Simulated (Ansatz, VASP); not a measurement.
**Nb4N4F (F on NbN(001)): VASP beside Ansatz**

Wanted: the spread between two codes on one cell, functional and k mesh.

Calculated with Ansatz 0.2.0; plane waves, with VASP 6.6.1 beside it; single point at PBEsol.

## Step 1: Starting point

The cell holds 36 atoms: 16 Nb, 16 N and 4 F. Its edges and angles: a = 6.208 Å, b = 6.208 Å, c = 24.435 Å, α = 90.0°, β = 90.0°, γ = 90.0°. It derives from NbN. Vacuum lies along c.

Coordinates:

```cif
data_structure
_symmetry_space_group_name_H-M 'P 1'
_symmetry_Int_Tables_number 1
_cell_length_a 6.2084
_cell_length_b 6.2084
_cell_length_c 24.4350
_cell_angle_alpha 90.000
_cell_angle_beta 90.000
_cell_angle_gamma 90.000
_cell_volume 941.83
loop_
_atom_site_label
_atom_site_type_symbol
_atom_site_fract_x
_atom_site_fract_y
_atom_site_fract_z
_atom_site_occupancy
Nb1 Nb 0.00000 0.00000 0.32740 1
Nb2 Nb 0.00000 0.50000 0.32740 1
Nb3 Nb 0.50000 0.00000 0.32740 1
Nb4 Nb 0.50000 0.50000 0.32740 1
Nb5 Nb 0.25000 0.25000 0.41723 1
Nb6 Nb 0.25000 0.75000 0.41723 1
Nb7 Nb 0.75000 0.25000 0.41723 1
Nb8 Nb 0.75000 0.75000 0.41723 1
Nb9 Nb 0.00000 0.00000 0.50931 1
Nb10 Nb 0.00000 0.50000 0.50931 1
Nb11 Nb 0.50000 0.00000 0.50931 1
Nb12 Nb 0.50000 0.50000 0.50931 1
Nb13 Nb 0.25000 0.25000 0.60097 1
Nb14 Nb 0.25000 0.75000 0.60097 1
Nb15 Nb 0.75000 0.25000 0.60097 1
Nb16 Nb 0.75000 0.75000 0.60097 1
N17 N 0.25000 0.25000 0.32740 1
N18 N 0.25000 0.75000 0.32740 1
N19 N 0.75000 0.25000 0.32740 1
N20 N 0.75000 0.75000 0.32740 1
N21 N 0.00000 0.00000 0.41723 1
N22 N 0.00000 0.50000 0.41723 1
N23 N 0.50000 0.00000 0.41723 1
N24 N 0.50000 0.50000 0.41723 1
N25 N 0.25000 0.25000 0.50831 1
N26 N 0.25000 0.75000 0.50831 1
N27 N 0.75000 0.25000 0.50831 1
N28 N 0.75000 0.75000 0.50831 1
N29 N 0.00000 0.00000 0.59750 1
N30 N 0.00000 0.50000 0.59750 1
N31 N 0.50000 0.00000 0.59750 1
N32 N 0.50000 0.50000 0.59750 1
F33 F 0.25000 0.25000 0.67679 1
F34 F 0.25000 0.75000 0.67679 1
F35 F 0.75000 0.25000 0.67679 1
F36 F 0.75000 0.75000 0.67679 1
```

## Step 2: Ansatz: single point, PBEsol

Ansatz runs on its default PAW (the set named soft_2) files.

With cell and atoms fixed, the geometry can't cause a difference; cores, projectors, grids and the points listed under the comparison can.

The input, input.yaml:

```yaml
crystal:
  lattice:
    - [6.208397539, 0.0, 0.0]
    - [0.0, 6.208397539, 0.0]
    - [0.0, 0.0, 24.435]
  atoms:
    - { symbol: Nb, position: [0.0, 0.0, 0.327399222] }
    - { symbol: Nb, position: [0.0, 0.5, 0.327399222] }
    - { symbol: Nb, position: [0.5, 0.0, 0.327399222] }
    - { symbol: Nb, position: [0.5, 0.5, 0.327399222] }
    - { symbol: Nb, position: [0.25, 0.25, 0.417229384] }
    - { symbol: Nb, position: [0.25, 0.75, 0.417229384] }
    - { symbol: Nb, position: [0.75, 0.25, 0.417229384] }
    - { symbol: Nb, position: [0.75, 0.75, 0.417229384] }
    - { symbol: Nb, position: [0.0, 0.0, 0.5093085579] }
    - { symbol: Nb, position: [0.0, 0.5, 0.5093085579] }
    - { symbol: Nb, position: [0.5, 0.0, 0.5093085579] }
    - { symbol: Nb, position: [0.5, 0.5, 0.5093085579] }
    - { symbol: Nb, position: [0.25, 0.25, 0.6009666718] }
    - { symbol: Nb, position: [0.25, 0.75, 0.6009666718] }
    - { symbol: Nb, position: [0.75, 0.25, 0.6009666718] }
    - { symbol: Nb, position: [0.75, 0.75, 0.6009666718] }
    - { symbol: "N", position: [0.25, 0.25, 0.327399222] }
    - { symbol: "N", position: [0.25, 0.75, 0.327399222] }
    - { symbol: "N", position: [0.75, 0.25, 0.327399222] }
    - { symbol: "N", position: [0.75, 0.75, 0.327399222] }
    - { symbol: "N", position: [0.0, 0.0, 0.417229384] }
    - { symbol: "N", position: [0.0, 0.5, 0.417229384] }
    - { symbol: "N", position: [0.5, 0.0, 0.417229384] }
    - { symbol: "N", position: [0.5, 0.5, 0.417229384] }
    - { symbol: "N", position: [0.25, 0.25, 0.5083089036] }
    - { symbol: "N", position: [0.25, 0.75, 0.5083089036] }
    - { symbol: "N", position: [0.75, 0.25, 0.5083089036] }
    - { symbol: "N", position: [0.75, 0.75, 0.5083089036] }
    - { symbol: "N", position: [0.0, 0.0, 0.5975043227] }
    - { symbol: "N", position: [0.0, 0.5, 0.5975043227] }
    - { symbol: "N", position: [0.5, 0.0, 0.5975043227] }
    - { symbol: "N", position: [0.5, 0.5, 0.5975043227] }
    - { symbol: F, position: [0.25, 0.25, 0.6767942704] }
    - { symbol: F, position: [0.25, 0.75, 0.6767942704] }
    - { symbol: F, position: [0.75, 0.25, 0.6767942704] }
    - { symbol: F, position: [0.75, 0.75, 0.6767942704] }
hamiltonian:
  xc: pbesol
  pseudopotentials: { kind: paw }
kpoints:
  mp_grid: { grid: [4, 4, 1] }
scf:
  occupations: { method: methfessel_paxton, width: 0.1 }
  n_extra_bands: 13
efield:
  axis: 3
  dipole_correction: true
  ramp_width: 0.04
output:
  forces: true
  eigenvalues: true
```

Command:

```sh
$ ansatz run input.yaml --threads 8 --pin off --max-ram 18432MiB --backend cpu --events-out ev --progress --plain --runs-dir out
```

Numbers of over 12 decimals in the logs are rounded to 6 here.

Output:

```text
scf.n_extra_bands = 13 over 158 filled bands (N_el = 316.0): the run solves 171 bands
Engine: ansatz 0.2.0, aarch64-unknown-linux-gnu
Pseudopotentials: kind: paw
Pseudopotential: Nb, paw, valence charge 13, recommended cutoff 420 eV (normal), Nb.paw.azcp
Pseudopotential: N, paw, valence charge 5, recommended cutoff 420 eV (normal), N.paw.azcp
Pseudopotential: F, paw, valence charge 7, recommended cutoff 420 eV (normal), F.paw.azcp
Functional definition: PBEsol
  exchange = pbesol_x
  correlation = pbesol_c
Crystal: 36 atoms, lattice volume = 941.828 Å³
Basis set: ecut = 420 eV, 18413 PW (Γ), exchange–correlation on 90×90×360 points (8 copies of the dense FFT grid, shifted against one another)
Bands: 171, of which v1, the nominal top of the filled ones, is band 158 counted from 1 (157 counted from 0)
Symmetry: 32 space group operations
Space group: P4mm (ITA 99), of the structure as read, at distance tolerance 9.8e-5 Å
k-points: 6 of 16
Non-local potential: Nb, projectors of the file, l = 0: 3, l = 1: 2, l = 2: 2, l = 3: 1
Non-local potential: N, projectors of the file, l = 0: 2, l = 1: 2, l = 2: 1
Non-local potential: F, projectors of the file, l = 0: 2, l = 1: 2, l = 2: 1
PAW form: soft (Blöchl's): semilocal exchange-correlation on the pseudo side does not see the compensation charge
PAW frozen core: Nb, regenerated for the run's functional, and the local potential with it (the file was generated under x = pbe(κ = 0.804, μ = 0.219515), c = pbe(β = 0.066725))
PAW frozen core: N, regenerated for the run's functional, and the local potential with it (the file was generated under x = pbe(κ = 0.804, μ = 0.219515), c = pbe(β = 0.066725))
PAW frozen core: F, regenerated for the run's functional, and the local potential with it (the file was generated under x = pbe(κ = 0.804, μ = 0.219515), c = pbe(β = 0.066725))
PAW one-centre angular grid: Nb, 590 points (default); XC on 64 Gauss nodes
PAW one-centre angular grid: N, 110 points (default); XC on 64 Gauss nodes
PAW one-centre angular grid: F, 110 points (default); XC on 64 Gauss nodes
Initial density: superposition of atomic densities (neutral atoms: chi_scale 0, normalization atom), corrected by the library's trained network
Initial wavefunctions: pseudopotential atomic-orbital guess
Functional: x = pbesol(κ = 0.804, μ = 0.123457), c = pbesol(β = 0.046)
SCF iter   1: F=—  HF=-81219.219618 eV  |F-HF|=—  |Δ(HF+E_count)|=         —  Δρ=9.71e-3  dr2=1.62e0  ethr=1.77e-3  p=-0.671 e·Å  D=-1.29e-1 V/Å  ΔV_dip=3.15 eV  dr2_dipole=1.17e-1  V_vac-E_F(+/−)=6.59/3.44 eV  ⟨swp⟩=9.0  Hψ=5533  notcnv=0
efield: sawtooth ramp at fractional position 0.9821 (placed from the atoms, in the widest stretch of the axis that holds none; the zero of the levels goes with the place), width 0.0400; the density the first Hamiltonian is built on has a dipole p = -0.671 e·Å; the dipole correction subtracts the counter field D = -1.29e-1 V/Å, which shifts the + side's vacuum level by +3.15 eV against the − side's; the planar-averaged density in the ramp window peaks in size at 3.8e-5 e/Å³
preconditioner: auto → LDOS  [metal: Δε(μ)=0.047 eV  Ē_g=8.057 eV  σ=0.100 eV  W_gap=0.37  n_scr=172 (ndim 8)  ℏωp=16.6 eV  f_vac=0.544  D(μ)=24.99/eV (n_scr^D=156)  β→1.0]
SCF iter   2: F=—  HF=-81219.097498 eV  |F-HF|=—  |Δ(HF+E_count)|=   1.22e-1  S|Δr|=    0.00e0  Δρ=7.17e-3  dr2=4.55e-1  ethr=5.14e-4  p=-0.827 e·Å  D=-1.59e-1 V/Å  ΔV_dip=3.88 eV  dr2_dipole=2.67e-2  V_vac-E_F(+/−)=7.19/3.31 eV  ⟨swp⟩=2.3  Hψ=1931  notcnv=0  defer=12
SCF iter   3: F=—  HF=-81219.018333 eV  |F-HF|=—  |Δ(HF+E_count)|=   7.92e-2  S|Δr|=    0.00e0  Δρ=1.46e-3  dr2=6.42e-2  ethr=1.44e-4  p=-0.783 e·Å  D=-1.50e-1 V/Å  ΔV_dip=3.68 eV  dr2_dipole=1.68e-2  V_vac-E_F(+/−)=7.01/3.33 eV  ⟨swp⟩=2.8  Hψ=1744  notcnv=0  defer=12
SCF iter   4: F=—  HF=-81219.013403 eV  |F-HF|=—  |Δ(HF+E_count)|=   4.93e-3  S|Δr|=    0.00e0  Δρ=3.69e-4  dr2=7.13e-3  ethr=2.03e-5  p=-0.802 e·Å  D=-1.54e-1 V/Å  ΔV_dip=3.77 eV  dr2_dipole=3.02e-3  V_vac-E_F(+/−)=7.03/3.26 eV  ⟨swp⟩=2.8  Hψ=1746  notcnv=0  defer=12
SCF iter   5: F=—  HF=-81219.013218 eV  |F-HF|=—  |Δ(HF+E_count)|=   1.85e-4  S|Δr|=    0.00e0  Δρ=1.46e-4  dr2=3.20e-4  ethr=2.26e-6  p=-0.810 e·Å  D=-1.56e-1 V/Å  ΔV_dip=3.80 eV  dr2_dipole=5.82e-5  V_vac-E_F(+/−)=7.04/3.23 eV  ⟨swp⟩=2.2  Hψ=1492  notcnv=0  defer=12
SCF iter   6: F=—  HF=-81219.013287 eV  |F-HF|=—  |Δ(HF+E_count)|=   6.87e-5  S|Δr|=    0.00e0  Δρ=4.93e-5  dr2=7.85e-5  ethr=1.01e-7  p=-0.812 e·Å  D=-1.56e-1 V/Å  ΔV_dip=3.81 eV  dr2_dipole=6.47e-6  V_vac-E_F(+/−)=7.03/3.22 eV  ⟨swp⟩=2.8  Hψ=2053  notcnv=0  defer=12
SCF iter   7: F=—  HF=-81219.013722 eV  |F-HF|=—  |Δ(HF+E_count)|=   4.35e-4  S|Δr|=    0.00e0  Δρ=2.82e-5  dr2=3.24e-5  ethr=2.48e-8  p=-0.814 e·Å  D=-1.56e-1 V/Å  ΔV_dip=3.82 eV  dr2_dipole=4.32e-8  V_vac-E_F(+/−)=7.03/3.21 eV  ⟨swp⟩=2.7  Hψ=1723  notcnv=0  defer=10
SCF iter   8: F=—  HF=-81219.013728 eV  |F-HF|=—  |Δ(HF+E_count)|=   5.55e-6  S|Δr|=    0.00e0  Δρ=1.71e-5  dr2=4.87e-6  ethr=1.03e-8  p=-0.816 e·Å  D=-1.57e-1 V/Å  ΔV_dip=3.83 eV  dr2_dipole=7.18e-8  V_vac-E_F(+/−)=7.03/3.20 eV  ⟨swp⟩=2.7  Hψ=1463  notcnv=0  defer=10
SCF iter   9: F=—  HF=-81219.013727 eV  |F-HF|=—  |Δ(HF+E_count)|=   3.47e-7  S|Δr|=    0.00e0  Δρ=6.08e-6  dr2=6.91e-7  ethr=1.54e-9  p=-0.817 e·Å  D=-1.57e-1 V/Å  ΔV_dip=3.84 eV  dr2_dipole=1.10e-7  V_vac-E_F(+/−)=7.03/3.20 eV  ⟨swp⟩=2.7  Hψ=1937  notcnv=0  defer=10
SCF iter  10: F=-81219.013729 eV  HF=-81219.013728 eV  |F-HF|=9.03e-8  |Δ(HF+E_count)|=   1.05e-6  S|Δr|=    0.00e0  Δρ=1.63e-6  dr2=4.89e-8  ethr=3.16e-11  p=-0.817 e·Å  D=-1.57e-1 V/Å  ΔV_dip=3.84 eV  dr2_dipole=3.08e-9  V_vac-E_F(+/−)=7.03/3.20 eV  ⟨swp⟩=12.3  Hψ=5966  notcnv=0
SCF 1 converged in 10 iterations: F = -81219.013729 eV  dr2 = 4.89e-8
  greatest PAW one-centre occupation: 0.998 electrons in one spin orbital (limit 2), on the Nb atom at site 15 (counted from 0), in its partial waves of l = 0
SCF converged after 10 iterations
Stability not checked: this state was not tested for a lower state beside it, because cold or Methfessel-Paxton smearing, or corrected tetrahedra, fill the levels in a way that the test cannot read (fill_not_monotonic; see scf.lower_state_search)
Free energy (F): -81219.013729 eV
Harris-Foulkes:  -81219.013728 eV  (|F-HF|=9.03e-8)
Internal energy: -81218.996537 eV  (E = F + TS)
E sigma→0 (E₀):  -81219.009431 eV
Entropy (-TS):   -0.017192 eV (-0.478 meV/atom)
Fermi energy:    4.367718 eV
Dipole field:    D = -0.156972 V/Å  (p = -0.817018 e·Å, saw-weighted, corrected)
Work function:   Φ+ = 7.0322 eV   Φ− = 3.1965 eV
Levels:          The Fermi level and band energies are counted from a zero that moves with the ramp; work functions are not
--- Per-component energies (eV) ---
  E_band       = -4933.400650
  E_kinetic    = 9212.475391
  E_local      = -358091.725614  (includes V_loc(G=0)·N_el)
  E_nonlocal   = 2937.043191
  E_hartree    = 174171.749081
  E_xc         = -4059.665988
  E_vxc        = -5023.771934  (∫ρ·V_xc dr)
  E_paw        = -51001.650906  (= ΣΔE_a)
  E_vpaw       = -2287.161847  (= ΣTr[D̂ρ^β])
  E_aug_tail   = 0.009600  (compensation charges beyond the density's cutoff)
  E_efield     = 0.064124  (sawtooth field / dipole correction)
  E_vefield    = -23.838532  (∫n·V_field dr)
  E_ewald      = 145609.065890
  E_core_change = 3.638695  (= ΣΔE_core)
  E_smearing   = -0.017192  (= −TS)
  E_closure    = -0.000000  (closes the sum)
  Σ components = -81219.013729   (vs F -81219.013729, Δ=0.00e0)
--- Forces (eV/Å), atoms counted from 1 ---
  atom   1  Nb     0.00000000    -0.00000000     2.72128704
  atom   2  Nb     0.00000000     0.00000000     2.72128704
  atom   3  Nb     0.00000000    -0.00000000     2.72128704
  atom   4  Nb     0.00000000    -0.00000000     2.72128704
  atom   5  Nb    -0.00000000    -0.00000000    -0.00490891
  atom   6  Nb    -0.00000000    -0.00000000    -0.00490891
  atom   7  Nb    -0.00000000    -0.00000000    -0.00490891
  atom   8  Nb    -0.00000000    -0.00000000    -0.00490891
  atom   9  Nb     0.00000000    -0.00000000     0.03482060
  atom  10  Nb     0.00000000    -0.00000000     0.03482060
  atom  11  Nb     0.00000000    -0.00000000     0.03482060
  atom  12  Nb     0.00000000    -0.00000000     0.03482060
  atom  13  Nb     0.00000000     0.00000000     0.04417751
  atom  14  Nb     0.00000000     0.00000000     0.04417751
  atom  15  Nb     0.00000000     0.00000000     0.04417751
  atom  16  Nb     0.00000000     0.00000000     0.04417751
  atom  17  N     -0.00000000     0.00000000    -1.67111931
  atom  18  N     -0.00000000     0.00000000    -1.67111931
  atom  19  N     -0.00000000     0.00000000    -1.67111931
  atom  20  N     -0.00000000     0.00000000    -1.67111931
  atom  21  N     -0.00000000     0.00000000    -1.05147939
  atom  22  N     -0.00000000     0.00000000    -1.05147939
  atom  23  N     -0.00000000     0.00000000    -1.05147939
  atom  24  N     -0.00000000     0.00000000    -1.05147939
[...]
atom  29  N     -0.00000000     0.00000000    -0.00329524
  atom  30  N     -0.00000000     0.00000000    -0.00329524
  atom  31  N     -0.00000000     0.00000000    -0.00329524
  atom  32  N     -0.00000000     0.00000000    -0.00329524
  atom  33  F     -0.00000000    -0.00000000    -0.04127293
  atom  34  F     -0.00000000    -0.00000000    -0.04127293
  atom  35  F     -0.00000000    -0.00000000    -0.04127293
  atom  36  F     -0.00000000    -0.00000000    -0.04127293
  max |Σ_I F_I| component: 1.28e-4 eV/Å
--- Band table (eV; the first three rows and the last of 6) ---
  k-point 0: bands = [... 154 lower, 4.1629, 4.4734, 4.7253, 4.7253, 4.9412, 5.0179, 5.0179, 5.0782, ... 9 higher]
  k-point 1: bands = [... 154 lower, 3.6232, 3.9683, 4.2986, 4.3489, 4.4326, 4.5437, 4.7807, 4.8742, ... 9 higher]
  k-point 2: bands = [... 154 lower, 3.7708, 3.7708, 3.8489, 3.8489, 3.8648, 3.8648, 4.1355, 4.1355, ... 9 higher]
  k-point 5: bands = [... 154 lower, 4.4524, 4.4524, 4.5249, 4.5249, 4.5249, 4.5249, 4.9768, 4.9768, ... 9 higher]
```

Run time: 32 s. Hardware: 8 threads of Arm Neoverse N1, shared host; peak memory 3.7 GiB.

Reading the cycles: dr2 is the Hartree energy of the density residual (eV), the measure of convergence; HF is the Harris–Foulkes estimate of the energy, which meets the free energy F at convergence.

(Continued in part 2 of 2.)

[Lines on the potential files, build, host, timing and source positions are cut from VASP's logs without a mark.]

[Logs are printed without paths, hosts, clocks, repeated set-up lines and the standing remarks that a program may print on its own settings, such as how far it seeks lower states.]

[Hosts, paths, dates, database ids (printed as entryN), source tags and the programs' standing remarks are cut or masked in the printed files.]
